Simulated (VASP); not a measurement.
# Sr (P6_3/mmc) in VASP: further runs

One crystal, Sr, is run at these levels: PBE; tasks: single point.

All numbers are computed with VASP 6.6.1; they aren't measurements. Logs are shortened: lines on timing, memory, paths and dates and some standing lists are left out, and cuts for length are marked.

## (1) The crystal as given

The structure is hexagonal, space group P6_3/mmc (No. 194). The conventional cell has a = 4.310 Å, b = 4.310 Å, c = 7.050 Å, α = 90.00°, β = 90.00°, γ = 120.00°. Sr (site symmetry -6m2) is surrounded by 12 Sr at 4.31 Å.

This isn't the form of Sr at room conditions, which is fcc.

## (2) Single point, PBE

File INCAR:

```
SYSTEM = Sr
  ADDGRID = .False.
  ALGO = Normal
  EDIFF = 1E-6
  ENCUT = 400
  GGA = PE
  ISIF = 2
  ISMEAR = 0
  LASPH = .True.
  LCHARG = .False.
  LREAL = Auto
  LWAVE = .False.
  NBANDS = 17
  NELM = 100
  PREC = Accurate
  SIGMA = 0.15
```

File KPOINTS:

```
k-points
0
Gamma
  4 4 2
  0 0 0
```

File POSCAR:

```
Sr
1.0
    4.3100000000      0.0000000000      0.0000000000
   -2.1550000000      3.7325694903      0.0000000000
    0.0000000000      0.0000000000      7.0500000000
Sr
2
Direct
    0.6666666667      0.3333333333      0.7500000000
    0.3333333333      0.6666666667      0.2500000000
```

Potentials or basis: VASP PAW PBE potentials, release 64 (Sr_sv).

On the command line:

```
cat potpaw_PBE.64/Sr_sv/POTCAR > POTCAR
mpirun -np 1 vasp_std > vasp.out
```

OUTCAR:

```text
SYSTEM = Sr
   EDIFF = 1E-6
   ENCUT = 400
   GGA = PE
   ISIF = 2
   ISMEAR = 0
   LASPH = .True.
   LREAL = Auto
   NELM = 100
   PREC = Accurate

 Found      8 irreducible k-points:

 Following reciprocal coordinates:
            Coordinates               Weight
  0.000000  0.000000  0.000000      1.000000
  0.250000  0.000000  0.000000      6.000000
  0.500000  0.000000  0.000000      3.000000
  0.250000  0.250000  0.000000      6.000000
  0.000000  0.000000  0.500000      1.000000
  0.250000  0.000000  0.500000      6.000000
   k-points           NKPTS =      8   k-points in BZ     NKDIM =      8   number of bands    NBANDS=     17
   number of dos      NEDOS =    301   number of ions     NIONS =      2
   total plane-waves  NPLWV =  37632
   dimension x,y,z NGX =    28 NGY =   28 NGZ =   48
   dimension x,y,z NGXF=    56 NGYF=   56 NGZF=   96
   ions per type =               2
   NGX,Y,Z   is equivalent  to a cutoff of  10.80, 10.80, 11.32 a.u.
   NGXF,Y,Z  is equivalent  to a cutoff of  21.60, 21.60, 22.64 a.u.
 SYSTEM =  Sr
   PREC   = accura    normal or accurate (medium, high low for compatibility)
   ISTART =      0    job   : 0-new  1-cont  2-samecut
   ICHARG =      2    charge: 1-file 2-atom 10-const
   ISPIN  =      1    spin polarized calculation?
   LNONCOLLINEAR =      F non collinear calculations
   LSORBIT =      F    spin-orbit coupling
   LASPH  =      T    aspherical Exc in radial PAW
   ENCUT  =  400.0 eV  29.40 Ry    5.42 a.u.   7.03  7.03 11.50*2*pi/ulx,y,z
   NELM   =    100;   NELMIN=  2; NELMDL= -5     # of ELM steps
   EDIFF  = 0.1E-05   stopping-criterion for ELM
   LREAL  =      T    real-space projection
   EDIFFG = 0.1E-04   stopping-criterion for IOM
   NSW    =      0    number of steps for IOM
   IBRION =     -1    ionic relax: 0-MD 1-quasi-New 2-CG
   NFREE  =      0    steps in history (QN), initial steepest desc. (CG)
   ISIF   =      2    stress and relaxation
   ISYM   =      2    0-nonsym 1-usesym 2-fastsym
   POTIM  = 0.5000    time-step for ionic-motion
   TEBEG  =    0.0;   TEEND  =   0.0 temperature during run
   PSTRESS=    0.0 pullay stress
   NELECT =      20.0000    total number of electrons
   NUPDOWN=      -1.0000    fix difference up-down
   EMIN   =  10.00;   EMAX   =-10.00  energy-range for DOS
   EFERMI =   0.00;   METHOD = LEGACY
   ISMEAR =     0;   SIGMA  =   0.15  broadening in eV -4-tet -1-fermi 0-gaus
   EFERMI_NEDOS =   21; number of points for ismear=-14 and -15
   IALGO  =     38    algorithm
   IMIX   =      4    mixing-type and parameters
     AMIX     =   0.40;   BMIX     =  1.00
     AMIX_MAG =   1.60;   BMIX_MAG =  1.00
  volume/ion in A,a.u.               =      56.71       382.68
  Fermi-wavevector in a.u.,A,eV,Ry     =   0.918037  1.734838 11.466874  0.842791
  Thomas-Fermi vector in A             =   2.043073
   LORBIT       =      0    0 simple, 1 ext, 2 COOP (PROOUT), +10 PAW based schemes
   GGA     = PE    functional components
   LHFCALC =     F    Hartree Fock is set to
   AEXX    =    0.0000 exact exchange contribution
   IVDW    =     0    specifies the selected vdW correction
   LEPSILON=     F    determine dielectric tensor
   LRPA    =     F    only Hartree local field effects (RPA)
 non-spin polarized calculation
 Gauss-broadening in eV      SIGMA  =   0.15
  energy-cutoff  :      400.00
  volume of cell :      113.42
 maximum number of plane-waves:      2071
   NGX = 15   NGY = 15   NGZ = 23

 number of electron      20.0000001 magnetization

 Free energy of the ion-electron system (eV)
  ---------------------------------------------------
  ext. energy  EPLUGINS =         0.00000000
  ---------------------------------------------------
  free energy    TOTEN  =        -3.29179486 eV

  energy without entropy =       -3.25347096  energy(sigma->0) =       -3.27263291

 E-fermi :   1.5128     XC(G=0):  -7.2585

 val. band max:        1.5010490963   @ k =   0.0000   0.0000   0.0000
 cond. band min:       1.5784565504   @ k =   0.5000   0.0000   0.0000
 fundamental gap:      0.0774074541
 Fermi energy:         1.5128373730

 k-point     1 :       0.0000    0.0000    0.0000
  band No.  band energies     occupation
      1     -35.1900      2.00000
      2     -35.1781      2.00000
      3     -17.2479      2.00000
      4     -17.1087      2.00000
      5     -17.1087      2.00000
      6     -17.0847      2.00000
[... 9 lines left out ...]
     16       4.1467      0.00000
     17       4.6558      0.00000

 k-point     2 :       0.2500    0.0000    0.0000
  band No.  band energies     occupation
      1     -35.1845      2.00000
      2     -35.1756      2.00000
      3     -17.2165      2.00000
      4     -17.1760      2.00000
      5     -17.1526      2.00000
      6     -17.1292      2.00000
[... 9 lines left out ...]
     16       4.5197      0.00000
     17       4.5302      0.00000

 k-point     3 :       0.5000    0.0000    0.0000
  band No.  band energies     occupation
      1     -35.1780      2.00000
      2     -35.1741      2.00000
      3     -17.2438      2.00000
      4     -17.2171      2.00000
      5     -17.1709      2.00000
      6     -17.1487      2.00000
[... 9 lines left out ...]
     16       5.6859      0.00000
     17       6.2623      0.00000

 k-point     4 :       0.2500    0.2500    0.0000
  band No.  band energies     occupation
      1     -35.1780      2.00000
      2     -35.1741      2.00000
      3     -17.2147      2.00000
      4     -17.2036      2.00000
      5     -17.1714      2.00000
      6     -17.1630      2.00000
[... 9 lines left out ...]
     16       4.9522      0.00000
     17       5.1293      0.00000

 k-point     5 :       0.0000    0.0000    0.5000
  band No.  band energies     occupation
      1     -35.1841      2.00000
      2     -35.1841      2.00000
      3     -17.1619      2.00000
      4     -17.1619      2.00000
      5     -17.0968      2.00000
      6     -17.0968      2.00000
[... 9 lines left out ...]
     16       3.7497      0.00000
     17       5.5770      0.00000

 k-point     6 :       0.2500    0.0000    0.5000
  band No.  band energies     occupation
      1     -35.1801      2.00000
      2     -35.1801      2.00000
      3     -17.1929      2.00000
      4     -17.1929      2.00000
      5     -17.1235      2.00000
      6     -17.1235      2.00000
[... 9 lines left out ...]
     16       4.2268      0.00000
     17       5.4755      0.00000

 [... further k-points ...]

------------------------ aborting loop because EDIFF is reached ----------------------------------------

  FORCE on cell =-STRESS in cart. coord.  units (eV):
  Direction    XX          YY          ZZ          XY          YZ          ZX
  --------------------------------------------------------------------------------------
  -------------------------------------------------------------------------------------
  Total       -0.4291636     -0.4291636      0.3218053      0.0000000     -0.0000000      0.0000000
  in kB       -6.0626033     -6.0626033      4.5460011      0.0000000     -0.0000000      0.0000000
  external PRESSURE =      -2.5264019 kB  Pullay stress =       0.0000000 kB

 VOLUME and BASIS-vectors are now :
 -----------------------------------------------------------------------------
  energy-cutoff  :      400.00
  volume of cell :      113.42
      direct lattice vectors                 reciprocal lattice vectors
     4.310000000  0.000000000  0.000000000     0.232018561  0.133955979  0.000000000
    -2.155000000  3.732569490  0.000000000     0.000000000  0.267911958  0.000000000
     0.000000000  0.000000000  7.050000000     0.000000000  0.000000000  0.141843972

 POSITION                                       TOTAL-FORCE (eV/Angst)
 -----------------------------------------------------------------------------------
      2.15500      1.24419      5.28750         0.000000     -0.000000      0.000000
     -0.00000      2.48838      1.76250        -0.000000      0.000000      0.000000
 -----------------------------------------------------------------------------------
    total drift:                                0.000000     -0.000000      0.000000

  FREE ENERGIE OF THE ION-ELECTRON SYSTEM (eV)
  ---------------------------------------------------
  free  energy   TOTEN  =        -3.2917948559 eV

  energy  without entropy=       -3.2534709571  energy(sigma->0) =       -3.27263291
```

Wall time 6.2 s (1 thread of Intel Xeon 6975P-C (Granite Rapids), shared host); peak memory 0.18 GiB.

These settings aren't checked as converged: the numbers below hold their error.

What came out:

| Quantity | Value |
| --- | --- |
| Free energy | -3.2918 eV |
| Pressure | -0.3 GPa |
| Band gap on the k mesh | none (metal or under the smearing width) |

Caveat: the k mesh is coarse (spacing up to 0.45 Å⁻¹), so the values aren't converged.

## (3) Single point, PBE

INCAR is that of step 2.

KPOINTS is that of step 2.

File POSCAR:

```
Sr
1.0
    4.3100000000      0.0000000000      0.0000000000
   -2.1550000000      3.7325694903      0.0000000000
    0.0000000000      0.0000000000      7.0500000000
Sr
2
Direct
    0.6432960000      0.3178180000      0.7464440000
    0.3199860000      0.6535770000      0.2508690000
```

Potentials or basis: VASP PAW PBE potentials, release 64 (Sr_sv).

On the command line:

```
cat potpaw_PBE.64/Sr_sv/POTCAR > POTCAR
mpirun -np 1 vasp_std > vasp.out
```

OUTCAR:

```text
SYSTEM = Sr
   EDIFF = 1E-6
   ENCUT = 400
   GGA = PE
   ISIF = 2
   ISMEAR = 0
   LASPH = .True.
   LREAL = Auto
   NELM = 100
   PREC = Accurate

 Found     20 irreducible k-points:

 Following reciprocal coordinates:
            Coordinates               Weight
  0.000000  0.000000  0.000000      1.000000
  0.250000  0.000000  0.000000      2.000000
  0.000000  0.250000  0.000000      2.000000
 -0.250000  0.250000  0.000000      2.000000
  0.500000  0.000000  0.000000      1.000000
[... 197 lines left out ...]
------------------------ aborting loop because EDIFF is reached ----------------------------------------

  FORCE on cell =-STRESS in cart. coord.  units (eV):
  Direction    XX          YY          ZZ          XY          YZ          ZX
  --------------------------------------------------------------------------------------
  -------------------------------------------------------------------------------------
  Total       -0.4351960     -0.4215767      0.3223016     -0.0289569      0.0004752      0.0016285
  in kB       -6.1478204     -5.9554266      4.5530113     -0.4090616      0.0067125      0.0230049
  external PRESSURE =      -2.5167452 kB  Pullay stress =       0.0000000 kB

 VOLUME and BASIS-vectors are now :
 -----------------------------------------------------------------------------
  energy-cutoff  :      400.00
  volume of cell :      113.42
      direct lattice vectors                 reciprocal lattice vectors
     4.310000000  0.000000000  0.000000000     0.232018561  0.133955979  0.000000000
    -2.155000000  3.732569490  0.000000000     0.000000000  0.267911958  0.000000000
     0.000000000  0.000000000  7.050000000     0.000000000  0.000000000  0.141843972

 POSITION                                       TOTAL-FORCE (eV/Angst)
 -----------------------------------------------------------------------------------
      2.08771      1.18628      5.26243         0.010800      0.001691      0.043457
     -0.02932      2.43952      1.76863        -0.010800     -0.001691     -0.043457
 -----------------------------------------------------------------------------------
    total drift:                                0.000002     -0.000003     -0.000001

  FREE ENERGIE OF THE ION-ELECTRON SYSTEM (eV)
  ---------------------------------------------------
  free  energy   TOTEN  =        -3.2908652841 eV

  energy  without entropy=       -3.2525232122  energy(sigma->0) =       -3.27169425
```

Wall time 13 s (1 thread of Intel Xeon 6975P-C (Granite Rapids), shared host); peak memory 0.18 GiB.

The run converged, but some of its settings lie outside the range that counts as converged, so its numbers aren't taken as properties of the crystal.

What came out:

| Quantity | Value |
| --- | --- |
| Free energy | -3.2909 eV |
| Pressure | -0.3 GPa |
| Largest force | 0.045 eV/Å |
| Band gap on the k mesh | none (metal or under the smearing width) |

Caveat: the k mesh is coarse (spacing up to 0.45 Å⁻¹), so the values aren't converged.

## (4) Single point, PBE

Changes to INCAR since step 3:

```diff
@@ -3,3 +3,3 @@
   ALGO = Normal
-  EDIFF = 1E-6
+  EDIFF = 0.01
   ENCUT = 400
@@ -10,3 +10,3 @@
   LCHARG = .False.
-  LREAL = Auto
+  LREAL = .False.
   LWAVE = .False.
```

KPOINTS is that of step 3.

File POSCAR:

```
Sr
1.0
    4.3100000000      0.0000000000      0.0000000000
   -2.1550000000      3.7325694903      0.0000000000
    0.0000000000      0.0000000000      7.0500000000
Sr
2
Direct
    0.6666666667      0.3333333333      0.7500000000
    0.3333333333      0.6666666667      0.2500000000
```

Potentials or basis: VASP PAW PBE potentials, release 64 (Sr_sv).

On the command line:

```
cat potpaw_PBE.64/Sr_sv/POTCAR > POTCAR
mpirun -np 1 vasp_std > vasp.out
```

OUTCAR:

```text
SYSTEM = Sr
   EDIFF = 0.01
   ENCUT = 400
   GGA = PE
   ISIF = 2
   ISMEAR = 0
   LASPH = .True.
   LREAL = .False.
   NELM = 100
   PREC = Accurate

 Found      8 irreducible k-points:

 Following reciprocal coordinates:
            Coordinates               Weight
  0.000000  0.000000  0.000000      1.000000
  0.250000  0.000000  0.000000      6.000000
  0.500000  0.000000  0.000000      3.000000
  0.250000  0.250000  0.000000      6.000000
  0.000000  0.000000  0.500000      1.000000
  0.250000  0.000000  0.500000      6.000000
   k-points           NKPTS =      8   k-points in BZ     NKDIM =      8   number of bands    NBANDS=     17
   number of dos      NEDOS =    301   number of ions     NIONS =      2
   total plane-waves  NPLWV =  37632
   dimension x,y,z NGX =    28 NGY =   28 NGZ =   48
   dimension x,y,z NGXF=    56 NGYF=   56 NGZF=   96
   ions per type =               2
   NGX,Y,Z   is equivalent  to a cutoff of  10.80, 10.80, 11.32 a.u.
   NGXF,Y,Z  is equivalent  to a cutoff of  21.60, 21.60, 22.64 a.u.
 SYSTEM =  Sr
   PREC   = accura    normal or accurate (medium, high low for compatibility)
   ISTART =      0    job   : 0-new  1-cont  2-samecut
   ICHARG =      2    charge: 1-file 2-atom 10-const
   ISPIN  =      1    spin polarized calculation?
   LNONCOLLINEAR =      F non collinear calculations
[... 54 lines left out ...]

 val. band max:        1.4990881614   @ k =   0.0000   0.0000   0.0000
 cond. band min:       1.5735373078   @ k =   0.5000   0.0000   0.0000
 fundamental gap:      0.0744491463
 Fermi energy:         1.5104672862

 k-point     1 :       0.0000    0.0000    0.0000
  band No.  band energies     occupation
      1     -35.1180      2.00000
      2     -35.1060      2.00000
      3     -17.1933      2.00000
      4     -17.0462      2.00000
      5     -17.0462      2.00000
      6     -17.0219      2.00000
[... 97 lines left out ...]
      4     -17.1342      2.00000
      5     -17.0646      2.00000
      6     -17.0646      2.00000
[... 9 lines left out ...]
     16       4.2268      0.00000
     17       5.4867      0.00000

 [... further k-points ...]

------------------------ aborting loop because EDIFF is reached ----------------------------------------

  FORCE on cell =-STRESS in cart. coord.  units (eV):
  Direction    XX          YY          ZZ          XY          YZ          ZX
  --------------------------------------------------------------------------------------
  -------------------------------------------------------------------------------------
  Total       -0.9382048     -0.9382048     -0.2513620      0.0000000      0.0000000      0.0000000
  in kB      -13.2536030    -13.2536030     -3.5508796      0.0000000      0.0000000      0.0000000
  external PRESSURE =     -10.0193619 kB  Pullay stress =       0.0000000 kB

 VOLUME and BASIS-vectors are now :
 -----------------------------------------------------------------------------
  energy-cutoff  :      400.00
  volume of cell :      113.42
      direct lattice vectors                 reciprocal lattice vectors
     4.310000000  0.000000000  0.000000000     0.232018561  0.133955979  0.000000000
    -2.155000000  3.732569490  0.000000000     0.000000000  0.267911958  0.000000000
     0.000000000  0.000000000  7.050000000     0.000000000  0.000000000  0.141843972

 POSITION                                       TOTAL-FORCE (eV/Angst)
 -----------------------------------------------------------------------------------
      2.15500      1.24419      5.28750         0.000000     -0.000000      0.000000
     -0.00000      2.48838      1.76250        -0.000000      0.000000      0.000000
 -----------------------------------------------------------------------------------
    total drift:                                0.000000     -0.000000      0.000000

  FREE ENERGIE OF THE ION-ELECTRON SYSTEM (eV)
  ---------------------------------------------------
  free  energy   TOTEN  =        -3.2892472786 eV

  energy  without entropy=       -3.2513962947  energy(sigma->0) =       -3.27032179
```

It took 2.7 s on 1 thread of Intel Xeon 6975P-C (Granite Rapids), shared host; peak memory 0.17 GiB.

The run converged, but some of its settings lie outside the range that counts as converged, so its numbers aren't taken as properties of the crystal.

Results:

```yaml
Free_energy: -3.2892 eV
Pressure: -1.0 GPa
Band_gap_on_the_k_mesh: none (metal or under the smearing width)
```

Caveat: the k mesh is coarse (spacing up to 0.45 Å⁻¹), so the values aren't converged.

## (5) Single point, PBE

INCAR is that of step 4.

KPOINTS is that of step 4.

File POSCAR:

```
Sr
1.0
    4.3100000000      0.0000000000      0.0000000000
   -2.1550000000      3.7325694903      0.0000000000
    0.0000000000      0.0000000000      7.0500000000
Sr
2
Direct
    0.6432960000      0.3178180000      0.7464440000
    0.3199860000      0.6535770000      0.2508690000
```

On the command line:

```
cat potpaw_PBE.64/Sr_sv/POTCAR > POTCAR
mpirun -np 1 vasp_std > vasp.out
```

Wall time 4.9 s (1 thread of Intel Xeon 6975P-C (Granite Rapids), shared host); peak memory 0.17 GiB.

These settings aren't checked as converged: the numbers below hold their error.

Results:

```
Free energy            : -3.2883 eV
Pressure               : -1.0 GPa
Largest force          : 0.023 eV/Å
Band gap on the k mesh : none (metal or under the smearing width)
```

Caveat: the k mesh is coarse (spacing up to 0.45 Å⁻¹), so the values aren't converged.

## (6) Single point, PBE

Changes to INCAR since step 5:

```diff
@@ -3,3 +3,3 @@
   ALGO = Normal
-  EDIFF = 0.01
+  EDIFF = 0.001
   ENCUT = 400
```

KPOINTS is that of step 5.

File POSCAR:

```
Sr
1.0
    4.3100000000      0.0000000000      0.0000000000
   -2.1550000000      3.7325694903      0.0000000000
    0.0000000000      0.0000000000      7.0500000000
Sr
2
Direct
    0.6666666667      0.3333333333      0.7500000000
    0.3333333333      0.6666666667      0.2500000000
```

Potentials or basis: VASP PAW PBE potentials, release 64 (Sr_sv).

On the command line:

```
cat potpaw_PBE.64/Sr_sv/POTCAR > POTCAR
mpirun -np 1 vasp_std > vasp.out
```

Wall time 3.5 s (1 thread of Intel Xeon 6975P-C (Granite Rapids), shared host); peak memory 0.18 GiB.

The run converged, but some of its settings lie outside the range that counts as converged, so its numbers aren't taken as properties of the crystal.

What came out:

| Item | Value |
| --- | --- |
| Free energy | -3.2916 eV |
| Pressure | -0.3 GPa |
| Band gap on the k mesh | none (metal or under the smearing width) |

Caveat: the k mesh is coarse (spacing up to 0.45 Å⁻¹), so the values aren't converged.

## (7) For comparison

An earlier run on the cell as given: functional PBE; potentials or basis VASP PAW PBE potentials, release 64 (Sr_sv); cutoff 520 eV; k mesh 7 × 7 × 4; occupations fermi-dirac, width 0.05 eV; no spin polarisation.

* Pressure: -0.3 GPa
* Band gap on the k mesh: none (metal or under the smearing width)
